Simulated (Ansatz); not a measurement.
# Rh (P6_3/mmc) in Ansatz: further runs, part 2 of 2

Ansatz 0.2.0. Earlier steps stand in the parts before.

## 5. Single point, LDA, 13.44 Å³/atom (volume scaled by 0.94)

input.yaml reads:

```yaml
crystal:
  lattice:
    - [2.6752291329, 0.0, 0.0]
    - [-1.3376145665, 2.3168163901, 0.0]
    - [0.0, 0.0, 4.338086307]
  atoms:
    - { symbol: Rh, position: [0.3333333333, 0.6666666667, 0.25] }
    - { symbol: Rh, position: [0.6666666667, 0.3333333333, 0.75] }
kpoints:
  mp_grid: { grid: [11, 11, 6] }
scf:
  occupations: { method: fermi_dirac, width: 0.05 }
hamiltonian:
  xc: lda
  pseudopotentials: { kind: all_electron, lapw: { basis_error: 0.001 } }
output:
  forces: true
  stress: true
  eigenvalues: true
```

Potentials or basis: all-electron LAPW, scalar-relativistic.

Started as:

```console
$ ansatz run input.yaml --threads 1 --pin off --max-ram 3072MiB --backend cpu --events-out ev --progress --plain --runs-dir out
```

Standard output:

```text
Warning: RAYON_NUM_THREADS=1 ignored (pool sized by the plan → 1); use --threads N
LAPW: plane waves up to 8.611 Å⁻¹, error target 1.0e-3 eV per atom; small_component_spin mean_spin; Rh in spheres of 1.331 Å, 27 of its electrons in bands, Dirac shells [] (how accurate: hamiltonian.pseudopotentials.lapw.basis_error, Limitations)
Engine: ansatz 0.2.0, x86_64-unknown-linux-gnu
Pseudopotentials: kind: all_electron
Pseudopotential: Rh, LAPW, valence charge 27, lapw/all_electron/scalar/gaussian/Rh, Koelling and Harmon's equation, gaussian nucleus
Functional definition: SPW92
  exchange = slater_x
  correlation = pw_c
Crystal: 2 atoms, lattice volume = 26.888 Å³
Basis set: ecut = 282.4920215891769 eV, 287 PW (Γ), exchange–correlation at level 2
Bands: 33, of which v1, the nominal top of the filled ones, is band 27 counted from 1 (26 counted from 0)
Symmetry: 24 space group operations
Space group: P63/mmc (ITA 194), of the structure as read, at distance tolerance 3.0e-5 Å
k-points: 64 of 726
[... 24 lines left out ...]
  E_band       = -5526.550901
  E_kinetic    = 270903.939570
  E_xc         = -7309.893516
  E_electrostatic = -523720.332600  (all electrons and nuclei)
  E_smearing   = -0.027161  (= −TS)
  E_closure    = 0.000000  (closes the sum)
  E_atoms      = -260108.953288  (free atoms, spherical and without spin; not in F)
  Σ components = -260126.313708   (vs F -260126.313708, Δ=0.00e0)
  Basis errors (estimates in eV, not in F): energy 2.0e-4 per atom: plane waves 1.9e-4 (9.6e-5 summed), levels above the bands 4.4e-99, relativity 4.6e-9, radial functions 1.1e-5, core shells 4.3e-7; eigenvalues (radial functions only) 4.2e-6; not estimated: angular momenta, meshes, grids; target (lapw.basis_error) 1.0e-3; muffin-tin radii Rh 1.331 Å
--- Forces (eV/Å), atoms counted from 1 ---
  atom   1  Rh     0.00000000    -0.00000000     0.00000000
  atom   2  Rh    -0.00000000     0.00000000     0.00000000
  max |Σ_I F_I| component: 2.31e-18 eV/Å
--- Stress (GPa, compression-positive) ---
       -3.420396      -0.000000       0.000000
       -0.000000      -3.420396       0.000000
        0.000000       0.000000      -4.655203
  P = ⅓ Tr σ = -3.8320 GPa (-38.320 kbar)
--- Band table (eV; the first three rows and the last of 64) ---
  k-point 0: bands = ["-272.1467", "-272.1467", "-272.1383", "-272.1383", "-272.1383", "-272.1383", "-272.1340", "-272.1340", "-272.1340", "-272.1340", "-53.8001", "-53.6701", "-22.1175", "-21.4065", "-21.4065", "-21.3007", "-21.2915", "-21.2915", "16.7410", "18.5997", "21.7975", "21.8899", "21.8899", "22.4341", "22.4341", "23.0881", "23.0881", "25.2139", "25.2139", "25.6786", "33.7913", "40.7727", "42.8690"]
  k-point 1: bands = ["-272.1467", "-272.1467", "-272.1383", "-272.1383", "-272.1383", "-272.1383", "-272.1340", "-272.1340", "-272.1340", "-272.1340", "-53.7915", "-53.6789", "-22.0646", "-21.3989", "-21.3989", "-21.3573", "-21.2993", "-21.2993", "17.0273", "18.6750", "21.6868", "21.7856", "21.7856", "22.3050", "22.3050", "23.3865", "23.3865", "24.6957", "25.1935", "25.1935", "35.1154", "40.3070", "42.9098"]
  k-point 2: bands = ["-272.1467", "-272.1467", "-272.1383", "-272.1383", "-272.1383", "-272.1383", "-272.1340", "-272.1340", "-272.1340", "-272.1340", "-53.7679", "-53.7029", "-21.9187", "-21.5105", "-21.3779", "-21.3779", "-21.3204", "-21.3204", "17.7878", "18.8016", "21.4845", "21.6973", "21.6973", "22.0262", "22.0262", "22.9170", "24.0012", "24.0012", "25.0318", "25.0318", "37.8754", "39.9467", "41.8535"]
  k-point 63: bands = ["-272.1467", "-272.1467", "-272.1383", "-272.1383", "-272.1383", "-272.1383", "-272.1340", "-272.1340", "-272.1340", "-272.1340", "-53.6446", "-53.6446", "-21.9549", "-21.9549", "-21.7425", "-21.7425", "-21.4472", "-21.4472", "19.8349", "19.8349", "20.6759", "20.6759", "21.7829", "21.7829", "23.2113", "23.2113", "25.3257", "25.3257", "32.0013", "32.0013", "34.9146", "34.9146", "36.2628"]
```

It took 20 s on 1 thread of Intel Xeon at 2.70GHz, shared host; peak memory 0.39 GiB.

What came out:

- Free energy: -260126.3137 eV
- Pressure: -3.8 GPa
- Band gap on the k mesh: none (metal or under the smearing width)

## 6. Single point, LDA, 13.73 Å³/atom (volume scaled by 0.96)

Edit input.yaml of step 5 so:

```diff
@@ -2,5 +2,5 @@
   lattice:
-    - [2.6752291329, 0.0, 0.0]
-    - [-1.3376145665, 2.3168163901, 0.0]
-    - [0.0, 0.0, 4.338086307]
+    - [2.6940693954, 0.0, 0.0]
+    - [-1.3470346977, 2.3331325361, 0.0]
+    - [0.0, 0.0, 4.3686372171]
   atoms:
```

Potentials or basis: all-electron LAPW, scalar-relativistic.

Started as:

```console
$ ansatz run input.yaml --threads 1 --pin off --max-ram 3072MiB --backend cpu --events-out ev --progress --plain --runs-dir out
```

It took 26 s on 1 thread of Intel Xeon at 2.70GHz, shared host; peak memory 0.39 GiB.

It converged, with:

```yaml
Free_energy: -260126.2893 eV
Pressure: -9.7 GPa
Band_gap_on_the_k_mesh: none (metal or under the smearing width)
```

## 7. Single point, LDA, 14.02 Å³/atom (volume scaled by 0.98)

Edit input.yaml of step 6 so:

```diff
@@ -2,5 +2,5 @@
   lattice:
-    - [2.6940693954, 0.0, 0.0]
-    - [-1.3470346977, 2.3331325361, 0.0]
-    - [0.0, 0.0, 4.3686372171]
+    - [2.7126497715, 0.0, 0.0]
+    - [-1.3563248858, 2.3492236138, 0.0]
+    - [0.0, 0.0, 4.3987667018]
   atoms:
```

Started as:

```console
$ ansatz run input.yaml --threads 1 --pin off --max-ram 3072MiB --backend cpu --events-out ev --progress --plain --runs-dir out
```

Wall time 24 s (1 thread of Intel Xeon at 2.70GHz, shared host); peak memory 0.39 GiB.

Results (log left out):

```
Free energy            : -260126.2452 eV
Pressure               : -14.9 GPa
Band gap on the k mesh : none (metal or under the smearing width)
```

## 8. Single point, LDA, 14.30 Å³/atom

Edit input.yaml of step 7 so:

```diff
@@ -2,5 +2,5 @@
   lattice:
-    - [2.7126497715, 0.0, 0.0]
-    - [-1.3563248858, 2.3492236138, 0.0]
-    - [0.0, 0.0, 4.3987667018]
+    - [2.7309790422, 0.0, 0.0]
+    - [-1.3654895211, 2.3650972278, 0.0]
+    - [0.0, 0.0, 4.428489]
   atoms:
```

Started as:

```console
$ ansatz run input.yaml --threads 1 --pin off --max-ram 3072MiB --backend cpu --events-out ev --progress --plain --runs-dir out
```

Run time: 27 s. Hardware: 1 thread of Intel Xeon at 2.70GHz, shared host; peak memory 0.39 GiB.

The run converged. Its results:

| Quantity | Value |
| --- | --- |
| Free energy | -260126.1838 eV |
| Pressure | -19.4 GPa |
| Band gap on the k mesh | none (metal or under the smearing width) |

## 9. Single point, LDA, 14.59 Å³/atom (volume scaled by 1.02)

Edit input.yaml of step 8 so:

```diff
@@ -2,5 +2,5 @@
   lattice:
-    - [2.7309790422, 0.0, 0.0]
-    - [-1.3654895211, 2.3650972278, 0.0]
-    - [0.0, 0.0, 4.428489]
+    - [2.7490655232, 0.0, 0.0]
+    - [-1.3745327616, 2.3807605798, 0.0]
+    - [0.0, 0.0, 4.4578175964]
   atoms:
```

Potentials or basis: all-electron LAPW, scalar-relativistic.

Started as:

```console
$ ansatz run input.yaml --threads 1 --pin off --max-ram 3072MiB --backend cpu --events-out ev --progress --plain --runs-dir out
```

Run time: 26 s. Hardware: 1 thread of Intel Xeon at 2.70GHz, shared host; peak memory 0.39 GiB.

The run converged. Its results:

```yaml
Free_energy: -260126.1074 eV
Pressure: -23.3 GPa
Band_gap_on_the_k_mesh: none (metal or under the smearing width)
```

## 10. Single point, LDA, 14.87 Å³/atom (volume scaled by 1.04)

Edit input.yaml of step 9 so:

```diff
@@ -2,5 +2,5 @@
   lattice:
-    - [2.7490655232, 0.0, 0.0]
-    - [-1.3745327616, 2.3807605798, 0.0]
-    - [0.0, 0.0, 4.4578175964]
+    - [2.7669170982, 0.0, 0.0]
+    - [-1.3834585491, 2.3962204973, 0.0]
+    - [0.0, 0.0, 4.4867652751]
   atoms:
```

Started as:

```console
$ ansatz run input.yaml --threads 1 --pin off --max-ram 3072MiB --backend cpu --events-out ev --progress --plain --runs-dir out
```

It took 27 s on 1 thread of Intel Xeon at 2.70GHz, shared host; peak memory 0.39 GiB.

It converged, with:

| Item | Value |
| --- | --- |
| Free energy | -260126.0179 eV |
| Pressure | -26.7 GPa |
| Band gap on the k mesh | none (metal or under the smearing width) |

## 11. Single point, LDA, 15.16 Å³/atom (volume scaled by 1.06)

Edit input.yaml of step 10 so:

```diff
@@ -2,5 +2,5 @@
   lattice:
-    - [2.7669170982, 0.0, 0.0]
-    - [-1.3834585491, 2.3962204973, 0.0]
-    - [0.0, 0.0, 4.4867652751]
+    - [2.7845412492, 0.0, 0.0]
+    - [-1.3922706246, 2.4114834597, 0.0]
+    - [0.0, 0.0, 4.5153441684]
   atoms:
```

Started as:

```console
$ ansatz run input.yaml --threads 1 --pin off --max-ram 3072MiB --backend cpu --events-out ev --progress --plain --runs-dir out
```

Run time: 29 s. Hardware: 1 thread of Intel Xeon at 2.70GHz, shared host; peak memory 0.39 GiB.

Results (log left out):

```
Free energy            : -260125.9169 eV
Pressure               : -29.7 GPa
Band gap on the k mesh : none (metal or under the smearing width)
```

## 12. Equation of state, LDA

Potentials or basis: all-electron LAPW, scalar-relativistic.

No new run: the results of the series are fitted here.

What came out:

- Equilibrium volume: 13.28 Å³/atom (rough: see the caveat)
- Bulk modulus at fixed shape and positions: 316 GPa (rough)

Energy against volume, from the lowest point:
| volume (Å³/atom) | energy (meV/atom) |
| --- | --- |
| 13.444 | 0.00 |
| 13.730 | 12.21 |
| 14.016 | 34.27 |
| 14.302 | 64.94 |
| 14.588 | 103.14 |
| 14.874 | 147.91 |
| 15.160 | 198.39 |

Caveat: the minimum lies outside the volumes run; the cell was scaled at fixed shape and fractional positions, which overstates the stiffness of a crystal with free parameters, most of all of layers and chains.

## 13. Overview

| task | level | cutoff (eV) | pressure (GPa) |
| --- | --- | --- | --- |
| band structure | PBE | 270 | -3.5 |
| band structure | LDA | 270 | -19.4 |
| band structure | PBEsol | 270 | -13.7 |
| equation of state | LDA | - | - |

Alike in all rows: potentials or basis all-electron LAPW, scalar-relativistic; no spin polarisation; cell as given; k mesh 11 × 11 × 6; smearing fermi-dirac 0.05 eV; basis error allowed 0.001 eV/atom.

The pressure there spans -19.4 GPa (LDA) to -3.5 GPa (PBE); a positive pressure means that this level wants a larger cell, a negative one a smaller.

Caveats: the minimum lies outside the volumes run (some runs); the cell was scaled at fixed shape and fractional positions, which overstates the stiffness of a crystal with free parameters, most of all of layers and chains (some runs).

Compare energies only between runs with the same functional and basis.
